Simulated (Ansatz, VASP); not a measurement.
**Two plane-wave programs on SrTiO3**

```xyz
5
Lattice="3.9478 -0.2078 -0.2078 -0.2078 3.9478 -0.2078 -0.2078 -0.2078 3.9478" Properties=species:S:1:pos:R:3 pbc="T T T"
Sr    0.0000    0.0000    0.0000
Ti    1.7661    1.7661    1.7661
O    -0.2078    1.8700    1.8700
O     1.8700   -0.2078    1.8700
O     1.8700    1.8700   -0.2078
```

Alike in both runs: task single point; functional PBE; k mesh 8 × 8 × 8; occupations gaussian, width 0.05 eV; no spin polarisation.

|  | VASP | Ansatz |
| --- | --- | --- |
| version | VASP 6.6.1 | Ansatz 0.2.0 |
| potentials or method | VASP PAW PBE potentials, release 64 (Sr_sv, Ti_sv, O) | scalar-relativistic, plane waves, PAW |
| plane-wave cutoff (eV) | 520 | 420 |
| valence electrons in the cell | 40 | 40 |

|  | VASP | Ansatz | Ansatz less VASP |
| --- | --- | --- | --- |
| gap on the k mesh at the Fermi level (eV) | 1.02 | 1.05 | +0.029 |
| least direct gap on the mesh (eV) | 1.17 | 1.19 | +0.025 |
| pressure (GPa) | 1.8 | 1.1 | -0.66 |
| largest component of the traceless stress (GPa) | 12.25 | 12.22 | -0.025 |

A k mesh can miss the band edges. Expect the measured gap to be larger: semilocal functionals such as PBE lack the derivative discontinuity.
